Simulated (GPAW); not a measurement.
A run of GPAW 26.7.0 is set up as follows.

Contents of run.py:

```python
import numpy as np
from ase import Atoms
from gpaw import PW, setup_paths
from gpaw.dft import DFT
from gpaw.hubbard import aoom

setup_paths.insert(0, '.')

atoms = Atoms(['Pt', 'Se'],
              cell=[[0.0, 3.03744723, 3.03744723],
                    [3.03744723, 0.0, 3.03744723],
                    [3.03744723, 3.03744723, 0.0]],
              scaled_positions=[[0.0, 0.0, 0.0],
                                [0.25, 0.25, 0.25]],
              pbc=True)

dft = DFT(atoms,
          mode=PW(600),
          xc='PBEsol',
          kpts={'size': (5, 5, 5), 'gamma': True},
          occupations={'name': 'methfessel-paxton', 'order': 0, 'width': 0.05},
          setups={'Pt': ':d,7.0'},
          nbands=24,
          convergence={'density': 1e-05, 'energy': 1e-05},
          maxiter=120,
          txt='gpaw.txt')
print(f'Energy: {dft.calculate_energy():.6f} eV')
print('Forces (eV/A):')
print(dft.calculate_forces().round(4))
print('Stress (eV/A^3):', dft.calculate_stress().round(6))
dft.write_converged()
dft.write_gpw_file('gs.gpw')
for a, l in {0: 2}.items():
    setup = dft.setups[a]
    for s, D_ii in enumerate(dft.density.D_asii[a]):
        n_mm = aoom(D_ii, l, setup.l_j, setup.n_j, setup.N0_q)[0] / 2
        print(f'atom {a} spin {s} trace {n_mm.trace():.4f} eigenvalues', *np.linalg.eigvalsh(n_mm).round(3))
        np.savetxt(f'occupation-{a}-{s}.dat', n_mm, fmt='%8.4f')
```

Potentials or basis: PAW data sets generated in the run's folder for this functional, pw.

Launch:

```sh
$ gpaw-setup -f PBEsol Pt Se
$ OMP_NUM_THREADS=1 python run.py
```

Task: What does it give for the band gap on the k mesh?

Result: None (metal or under the smearing width).

Task: Predict the pressure.

Result: -13.8 GPa.

Eigenvalues of the final occupation matrices:
| site | spin | trace | eigenvalues |
| --- | --- | --- | --- |
| atom 1  | 1 | 4.74 | 0.91 0.91 0.91 1.01 1.01 |

Caveat: U without spin polarisation on a metal has little footing. The run has no spin-orbit coupling, so splittings on Pt are missing.
